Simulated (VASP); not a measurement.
# CuAu (R-3m) in VASP: a series of runs

The runs below take CuAu through single point, relaxation of cell and atoms, with PBEsol.

Program: VASP 6.6.1. These are calculated values, not measurements. Logs are shortened: lines on timing, memory, paths and dates and some standing lists are left out, and cuts for length are marked.

## (1) Starting point

It takes space group R-3m (No. 166, trigonal). The conventional cell has a = 2.831 Å, b = 2.831 Å, c = 12.522 Å, α = 90.00°, β = 90.00°, γ = 120.00°. Around Cu (site symmetry -3m) lie 6 Au at 2.65 Å and 6 Cu at 2.83 Å. Au (site symmetry -3m) is surrounded by 6 Cu at 2.65 Å and 6 Au at 2.83 Å.

The cell comes from a database or a generator and needn't be the stable form of this composition.

## (2) Single point, PBEsol

Contents of INCAR:

```
SYSTEM = CuAu
  PREC = Accurate
  ENCUT = 520
  EDIFF = 1E-6
  ISMEAR = 0
  SIGMA = 0.1
  LREAL = .FALSE.
  LASPH = .TRUE.
  NELM = 100
  ALGO = Normal
  ISIF = 2
  LWAVE = .FALSE.
  LCHARG = .FALSE.
  GGA = PS
  NBANDS = 18
```

Contents of KPOINTS:

```
Automatic mesh
0
G
  9 9 9
  0 0 0
```

Contents of POSCAR:

```
CuAu
1.0
    1.4152500702      0.8170948455      4.1741569484
   -1.4152500702      0.8170948455      4.1741569484
    0.0000000000     -1.6341901814      4.1741568524
Cu Au
1 1
Direct
    0.5000000000      0.5000000000      0.5000000000
    0.0000000000      0.0000000000      0.0000000000
```

Potentials or basis: VASP PAW PBE potentials, release 64 (Cu, Au).

The run is started by

```sh
$ cat potpaw_PBE.64/Cu/POTCAR potpaw_PBE.64/Au/POTCAR > POTCAR
$ mpirun -np 1 vasp_std > vasp.out
```

OUTCAR:

```text
SYSTEM = CuAu
   PREC = Accurate
   ENCUT = 520
   EDIFF = 1E-6
   ISMEAR = 0
   LREAL = .FALSE.
   LASPH = .TRUE.
   NELM = 100
   ISIF = 2
   GGA = PS

 ion  position               nearest neighbor table
   1  0.500  0.500  0.500-   2 2.65   2 2.65   2 2.65   2 2.65   2 2.65   2 2.65
   2  0.000  0.000  0.000-   1 2.65   1 2.65   1 2.65   1 2.65   1 2.65   1 2.65

  LATTYP: Found a trigonal (rhomboedric) cell.
 ALAT       =     4.4826513335
 COS(alpha) =     0.8006453154

  Lattice vectors:

 A1 = (   1.4152500702,   0.8170948455,   4.1741569484)
 A2 = (  -1.4152500702,   0.8170948455,   4.1741569484)
 A3 = (   0.0000000000,  -1.6341901814,   4.1741568524)

Analysis of symmetry for initial positions (statically):
=====================================================================
 Subroutine PRICEL returns:
 Original cell was already a primitive cell.

 Routine SETGRP: Setting up the symmetry group for a
 trigonal (rhombohedral) supercell.

 Subroutine GETGRP returns: Found 12 space group operations
 (whereof 12 operations were pure point group operations)
 out of a pool of 12 trial point group operations.

The static configuration has the point symmetry D_3d.

Analysis of symmetry for dynamics (positions and initial velocities):
=====================================================================
 Subroutine PRICEL returns:
 Original cell was already a primitive cell.

 Routine SETGRP: Setting up the symmetry group for a
 trigonal (rhombohedral) supercell.

 Subroutine GETGRP returns: Found 12 space group operations
 (whereof 12 operations were pure point group operations)
 out of a pool of 12 trial point group operations.

The dynamic configuration has the point symmetry D_3d.

 Subroutine INISYM returns: Found 12 space group operations
 (whereof 12 operations are pure point group operations),
 and found     1 'primitive' translations

----------------------------------------------------------------------------------------

                                     Primitive cell

  volume of cell :      28.9618

  direct lattice vectors                    reciprocal lattice vectors
     1.415250070  0.817094845  4.174156948     0.353294453  0.203974645  0.079856453
    -1.415250070  0.817094845  4.174156948    -0.353294453  0.203974645  0.079856453
     0.000000000 -1.634190181  4.174156852     0.000000000 -0.407949299  0.079856429

  length of vectors
     4.482651333  4.482651333  4.482651333     0.415691808  0.415691808  0.415691808

  position of ions in fractional coordinates (direct lattice)
     0.500000000  0.500000000  0.500000000
     0.000000000  0.000000000  0.000000000

  ion indices of the primitive-cell ions
   primitive index   ion index
                 1           1
                 2           2

----------------------------------------------------------------------------------------

 KPOINTS: Automatic mesh

Automatic generation of k-mesh.
 Grid dimensions read from file:
 generate k-points for:    9    9    9

 Generating k-lattice:

  Cartesian coordinates                     Fractional coordinates (reciprocal lattice)
     0.039254939  0.022663849  0.008872939     0.111111111 -0.000000000  0.000000000
    -0.039254939  0.022663849  0.008872939    -0.000000000  0.111111111  0.000000000
     0.000000000 -0.045327700  0.008872937    -0.000000000 -0.000000000  0.111111111

  Length of vectors
     0.046187979  0.046187979  0.046187979

  Shift w.r.t. Gamma in fractional coordinates (k-lattice)
     0.000000000  0.000000000  0.000000000

 Subroutine IBZKPT returns following result:
 ===========================================

 Found     85 irreducible k-points:

 Following reciprocal coordinates:
            Coordinates               Weight
  0.000000  0.000000  0.000000      1.000000
  0.111111  0.000000 -0.000000      6.000000
  0.222222  0.000000 -0.000000      6.000000
  0.333333  0.000000  0.000000      6.000000
  0.444444  0.000000 -0.000000      6.000000
  0.111111  0.111111 -0.000000      6.000000
[... 16 lines left out ...]
 -0.333333  0.333333  0.000000      6.000000
  0.444444  0.444444 -0.000000      6.000000
 [... further k-points ...]
   k-points           NKPTS =     85   k-points in BZ     NKDIM =     85   number of bands    NBANDS=     18
   number of dos      NEDOS =    301   number of ions     NIONS =      2
   total plane-waves  NPLWV =  46656
   dimension x,y,z NGX =    36 NGY =   36 NGZ =   36
   dimension x,y,z NGXF=    72 NGYF=   72 NGZF=   72
   ions per type =               1   1
   NGX,Y,Z   is equivalent  to a cutoff of  13.35, 13.35, 13.35 a.u.
   NGXF,Y,Z  is equivalent  to a cutoff of  26.70, 26.70, 26.70 a.u.
 SYSTEM =  CuAu
   PREC   = accura    normal or accurate (medium, high low for compatibility)
   ISTART =      0    job   : 0-new  1-cont  2-samecut
   ICHARG =      2    charge: 1-file 2-atom 10-const
   ISPIN  =      1    spin polarized calculation?
   LNONCOLLINEAR =      F non collinear calculations
   LSORBIT =      F    spin-orbit coupling
   LASPH  =      T    aspherical Exc in radial PAW
   ENCUT  =  520.0 eV  38.22 Ry    6.18 a.u.   8.33  8.33  8.33*2*pi/ulx,y,z
   NELM   =    100;   NELMIN=  2; NELMDL= -5     # of ELM steps
   EDIFF  = 0.1E-05   stopping-criterion for ELM
   LREAL  =      F    real-space projection
   EDIFFG = 0.1E-04   stopping-criterion for IOM
   NSW    =      0    number of steps for IOM
   IBRION =     -1    ionic relax: 0-MD 1-quasi-New 2-CG
   NFREE  =      0    steps in history (QN), initial steepest desc. (CG)
   ISIF   =      2    stress and relaxation
   ISYM   =      2    0-nonsym 1-usesym 2-fastsym
   POTIM  = 0.5000    time-step for ionic-motion
   TEBEG  =    0.0;   TEEND  =   0.0 temperature during run
   PSTRESS=    0.0 pullay stress
   NELECT =      22.0000    total number of electrons
   NUPDOWN=      -1.0000    fix difference up-down
   EMIN   =  10.00;   EMAX   =-10.00  energy-range for DOS
   EFERMI =   0.00;   METHOD = LEGACY
   ISMEAR =     0;   SIGMA  =   0.10  broadening in eV -4-tet -1-fermi 0-gaus
   EFERMI_NEDOS =   21; number of points for ismear=-14 and -15
   IALGO  =     38    algorithm
   IMIX   =      4    mixing-type and parameters
     AMIX     =   0.40;   BMIX     =  1.00
     AMIX_MAG =   1.60;   BMIX_MAG =  1.00
  volume/ion in A,a.u.               =      14.48        97.72
  Fermi-wavevector in a.u.,A,eV,Ry     =   1.493736  2.822751 30.357955  2.231247
  Thomas-Fermi vector in A             =   2.606098
   LORBIT       =      0    0 simple, 1 ext, 2 COOP (PROOUT), +10 PAW based schemes
   GGA     = PS    functional components
   LHFCALC =     F    Hartree Fock is set to
   AEXX    =    0.0000 exact exchange contribution
   IVDW    =     0    specifies the selected vdW correction
   LEPSILON=     F    determine dielectric tensor
   LRPA    =     F    only Hartree local field effects (RPA)
 non-spin polarized calculation
 Gauss-broadening in eV      SIGMA  =   0.10
  energy-cutoff  :      520.00
  volume of cell :       28.96
 maximum number of plane-waves:       793
 NGX is ok and might be reduce to    36
   NGX = 17   NGY = 17   NGZ = 17

 number of electron      22.0000005 magnetization

 Free energy of the ion-electron system (eV)
  ---------------------------------------------------
  ext. energy  EPLUGINS =         0.00000000
  ---------------------------------------------------
  free energy    TOTEN  =        -8.19902028 eV

  energy without entropy =       -8.19550257  energy(sigma->0) =       -8.19726142

 E-fermi :   8.7691     XC(G=0): -12.8522

 val. band max:        8.7368473875   @ k =   0.4444   0.2222   0.2222
 cond. band min:       8.7888098776   @ k =  -0.4444   0.3333   0.2222
 fundamental gap:      0.0519624902
 Fermi energy:         8.7691092422

 k-point     1 :       0.0000    0.0000    0.0000
  band No.  band energies     occupation
      1      -1.3236      2.00000
      2       1.8257      2.00000
      3       3.6272      2.00000
      4       3.6272      2.00000
      5       4.7327      2.00000
      6       4.7327      2.00000
[... 10 lines left out ...]
     17      26.3182      0.00000
     18      29.2607      0.00000

 k-point     2 :       0.1111    0.0000   -0.0000
  band No.  band energies     occupation
      1      -0.9258      2.00000
      2       2.0548      2.00000
      3       3.4721      2.00000
      4       3.8794      2.00000
      5       4.4088      2.00000
      6       4.7489      2.00000
[... 10 lines left out ...]
     17      25.7820      0.00000
     18      27.1994      0.00000

 k-point     3 :       0.2222    0.0000   -0.0000
  band No.  band energies     occupation
      1       0.1542      2.00000
      2       2.4969      2.00000
      3       3.3547      2.00000
      4       3.6886      2.00000
      5       4.5100      2.00000
      6       4.8439      2.00000
[... 10 lines left out ...]
     17      24.5719      0.00000
     18      26.1969      0.00000

 k-point     4 :       0.3333    0.0000    0.0000
  band No.  band energies     occupation
      1       1.3071      2.00000
      2       2.5638      2.00000
      3       3.1789      2.00000
      4       4.1203      2.00000
      5       4.7260      2.00000
      6       5.4153      2.00000
[... 375 lines left out ...]
      4       3.6626      2.00000
      5       4.2190      2.00000
      6       6.0237      2.00000
[... 10 lines left out ...]
     17      22.6159      0.00000
     18      23.6051      0.00000

 k-point    23 :      -0.3333    0.3333    0.0000
  band No.  band energies     occupation
      1       2.7276      2.00000
      2       3.1531      2.00000
      3       3.3242      2.00000
      4       3.5367      2.00000
      5       3.5956      2.00000
      6       5.7507      2.00000
[... 10 lines left out ...]
     17      20.7204      0.00000
     18      24.6917      0.00000

 k-point    24 :       0.4444    0.4444   -0.0000
  band No.  band energies     occupation
      1       1.2624      2.00000
      2       1.9739      2.00000
      3       3.1808      2.00000
      4       4.2141      2.00000
      5       5.8265      2.00000
      6       6.4451      2.00000
[... 10 lines left out ...]
     17      25.0806      0.00000
     18      25.5374      0.00000

 [... further k-points ...]

------------------------ aborting loop because EDIFF is reached ----------------------------------------

  FORCE on cell =-STRESS in cart. coord.  units (eV):
  Direction    XX          YY          ZZ          XY          YZ          ZX
  --------------------------------------------------------------------------------------
  -------------------------------------------------------------------------------------
  Total       -0.3126778     -0.3126778      0.6346675      0.0000000     -0.0000000      0.0000000
  in kB      -17.2974421    -17.2974421     35.1100199      0.0000000     -0.0000021      0.0000000
  external PRESSURE =       0.1717119 kB  Pullay stress =       0.0000000 kB

 VOLUME and BASIS-vectors are now :
 -----------------------------------------------------------------------------
  energy-cutoff  :      520.00
  volume of cell :       28.96
      direct lattice vectors                 reciprocal lattice vectors
     1.415250070  0.817094845  4.174156948     0.353294453  0.203974645  0.079856453
    -1.415250070  0.817094845  4.174156948    -0.353294453  0.203974645  0.079856453
     0.000000000 -1.634190181  4.174156852     0.000000000 -0.407949299  0.079856429

 POSITION                                       TOTAL-FORCE (eV/Angst)
 -----------------------------------------------------------------------------------
      0.00000     -0.00000      6.26124         0.000000      0.000000     -0.000000
      0.00000      0.00000      0.00000         0.000000     -0.000000      0.000000
 -----------------------------------------------------------------------------------
    total drift:                                0.000000     -0.000000      0.000000

  FREE ENERGIE OF THE ION-ELECTRON SYSTEM (eV)
  ---------------------------------------------------
  free  energy   TOTEN  =        -8.1990202842 eV

  energy  without entropy=       -8.1955025656  energy(sigma->0) =       -8.19726142
```

Run time: 43 s. Hardware: 1 thread of Intel Xeon Platinum 8488C (Sapphire Rapids), shared host; peak memory 0.23 GiB.

What came out:

| Quantity | Value |
| --- | --- |
| Free energy | -8.1990 eV |
| Pressure | 0.0 GPa |
| Band gap on the k mesh | none (metal or under the smearing width) |

Levels at points of the mesh, in eV from the Fermi level:
| k point | band 9 | band 10 | band 11 | band 12 | band 13 | band 14 |
| --- | --- | --- | --- | --- | --- | --- |
| (0.00, 0.00, 0.00) | -2.36 | -1.67 | -1.67 | -0.36 | 4.86 | 14.45 |

Caveat: the PAW data sets were made with another functional, which shifts forces and pressure a little.

## (3) Relaxation of cell and atoms, PBEsol

This run uses another cell than the first one, of 15.35 Å³/atom, 1.060 times its volume.

Contents of INCAR:

```
SYSTEM = CuAu
ALGO     = Fast           ! electronic algorithm
EDIFF    = 1E-6           ! SCF threshold, eV
EDIFFG   = -0.03          ! ionic threshold
ENCUT    = 600            ! plane-wave cutoff, eV
GGA      = PS             ! functional
IBRION   = 2              ! ionic algorithm
ISIF     = 8              ! what is computed and relaxed
ISMEAR   = 0              ! smearing method
LASPH    = .True.         ! aspherical terms in the spheres
LCHARG   = .False.        ! write CHGCAR
LREAL    = .False.        ! projectors in reciprocal space
LWAVE    = .False.        ! write WAVECAR
NELM     = 100            ! most SCF steps
NSW      = 80             ! ionic steps
PREC     = Accurate       ! precision mode
SIGMA    = 0.1            ! smearing width, eV
```

Contents of KPOINTS:

```
k-points
0
Gamma
  9 9 9
  0 0 0
```

Contents of POSCAR:

```
CuAu
1.0
    1.4430570000      0.8331490000      4.2561710000
   -1.4430570000      0.8331490000      4.2561710000
    0.0000000000     -1.6662990000      4.2561710000
Cu Au
1 1
Direct
    0.5000000000      0.5000000000      0.5000000000
    0.0000000000      0.0000000000      0.0000000000
```

Potentials or basis: VASP PAW PBE potentials, release 64 (Cu, Au).

The run is started by

```sh
$ cat potpaw_PBE.64/Cu/POTCAR potpaw_PBE.64/Au/POTCAR > POTCAR
$ mpirun -np 1 vasp_std > vasp.out
```

Run time: 6.7 min. Hardware: 1 thread of Intel Xeon Platinum 8488C (Sapphire Rapids), shared host; peak memory 0.32 GiB.

The run converged. Its results:

```yaml
Free_energy: -8.1994 eV
Relaxed_volume: 14.47 Å³/atom
Relaxed_cell: a = 4.482 Å, b = 4.482 Å, c = 4.482 Å, α = 36.81°, β = 36.81°, γ = 36.81°
Space_group_after_relaxing_to_0.05_Å: R-3m (No. 166)
Energy_gained_by_relaxing: 23.3 meV/atom
Ionic_steps: 5
Pressure_after_relaxing: 0.1 GPa
Band_gap_on_the_k_mesh: none (metal or under the smearing width)
```

Stress tensor (GPa, compression positive):
```
-1.63  0.00  0.00
 0.00 -1.63  0.00
 0.00  0.00  3.61
```

The path:
```csv
step,energy change (eV),largest force (eV/Å),pressure (GPa),volume (Å³)
1,0.0000,0.0000,-7.95,30.70
2,0.0011,0.0000,3.62,27.44
3,-0.0441,0.0000,-2.59,29.37
4,-0.0426,0.0000,2.72,28.52
5,-0.0466,0.0000,0.12,28.95
```

Final structure:
```xyz
2
Lattice="1.4150 0.8169 4.1734 -1.4150 0.8169 4.1734 0.0000 -1.6339 4.1734" Properties=species:S:1:pos:R:3 pbc="T T T"
Cu    0.0000    0.0000    6.2601
Au    0.0000    0.0000    0.0000
```

Levels at points of the mesh, in eV from the Fermi level:
| k point | band 7 | band 8 | band 9 | band 10 | band 11 | band 12 | band 13 | band 14 | band 15 |
| --- | --- | --- | --- | --- | --- | --- | --- | --- | --- |
| (0.00, 0.00, 0.00) | -2.94 | -2.37 | -2.37 | -1.67 | -1.67 | -0.37 | 4.86 | 14.44 | 16.40 |

Caveat: the PAW data sets were made with another functional, which shifts forces and pressure a little. The run has no spin-orbit coupling, so splittings on Au are missing.
